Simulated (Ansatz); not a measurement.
# Zone-centre phonons of Si2Mo at 5 GPa: input and output

These are results of DFT PBE, scalar-relativistic, plane waves, PAW (Ansatz), not measurements.

Launched with:
```bash
ansatz run input.yaml --threads 1 --pin off --max-ram 3072MiB --backend cpu --events-out ev --progress --plain --runs-dir out
```

Input (bare energies are in eV):
```yaml
crystal:
  lattice:
    - [-1.595015276, 1.595015276, 3.9124657063]
    - [1.595015276, -1.595015276, 3.9124657063]
    - [1.595015276, 1.595015276, -3.9124657063]
  atoms:
    - { symbol: Si, position: [0.3346549008, 0.3346549008, 0.0] }
    - { symbol: Si, position: [0.6653450992, 0.6653450992, 0.0] }
    - { symbol: Mo, position: [0.0, 0.0, 0.0] }
basis:
  ecutwfc: 420
kpoints:
  mp_grid: { grid: [18, 18, 18] }
hamiltonian:
  xc: pbe
scf:
  occupations: { method: fermi_dirac, width: 0.15 }
output:
  eigenvalues: true
phonons:
  method: dfpt
  eigenvectors: true
```

Results section of the output:
```
--- Phonons (Γ-DFPT): 4 representative perturbations + reference, on 865 of 5832 k-points (Σ response iterations 12) ---
  k mesh reduced under 4 symmetry operations, with k and −k counted as one. Each operation leaves every solved displacement unchanged or reverses it
  ASR residual: 6.286e-4 → 0.000e0 eV/Å²; symmetrization residual: 6.187e-6 eV/Å²
  ASR residual per site (eV/Å²): 2.64e-5 2.64e-5 6.29e-4
  Γ frequencies (cm⁻¹): 0.00 0.00 0.00 280.01 280.01 322.69 334.63 334.63 435.31
  non-analytic LO–TO correction: not included (Born effective charges unavailable; polar crystals: no LO–TO splitting at Γ)
```

The run took 3.5 min on 1 thread of Intel(R) Xeon(R) Platinum 8488C (Sapphire Rapids), with other jobs on the host, peak memory 1.8 GiB.

In a metal, frequencies and elastic constants depend on the k mesh and the smearing, soft modes and shear constants most.